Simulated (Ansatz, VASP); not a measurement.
# WC: VASP beside Ansatz

```
CELL_PARAMETERS angstrom
-2.92091 0.00000 -2.85358
1.46045 -2.52957 0.00000
-2.92091 0.00000 2.85358
ATOMIC_POSITIONS crystal
W 0.00000 0.00000 0.00000
W 0.50000 0.00000 0.50000
C 0.91666 0.66667 0.41667
C 0.41667 0.66667 0.91666
```

Alike in both runs: task relaxation of cell and atoms; functional PBEsol; k mesh 7 × 7 × 7; no spin polarisation; Hubbard terms W d U = 4.66 eV, J = 0.92 eV.

|  | VASP | Ansatz |
| --- | --- | --- |
| version | VASP 6.6.1 | Ansatz 0.2.0 |
| potentials or method | VASP PAW PBE potentials, release 64 (W_sv, C) | PAW plane waves |
| plane-wave cutoff (eV) | 600 | 420 |
| occupations | methfessel-paxton of order 1, width 0.1057 eV | cold, width 0.1057 eV |
| valence electrons in the cell | 36 | 36 |

```tsv
	VASP	Ansatz	Ansatz less VASP
gap on the k mesh at the Fermi level, each at its own relaxed structure (eV)	none	none	-
relaxed volume (Å³/atom)	10.53	10.31	-0.227
relaxed cell length with the largest relative difference (Å)	4.081	4.050	-0.0305
energy change over the relaxation (meV/atom)	0	-7	-7.0
```

The programs project onto different local orbitals, so the same U acts differently. A gap of «none» marks a metal or a gap that the smearing closes. Ansatz warned: «filled_band_counts_differ_across_k_points».

Caveats: the PAW data sets were made with another functional, which shifts forces and pressure a little (VASP); U without spin polarisation on a metal has little footing; the U is typed as a test and isn't derived for this compound. The runs have no spin-orbit coupling, so splittings on W are missing.
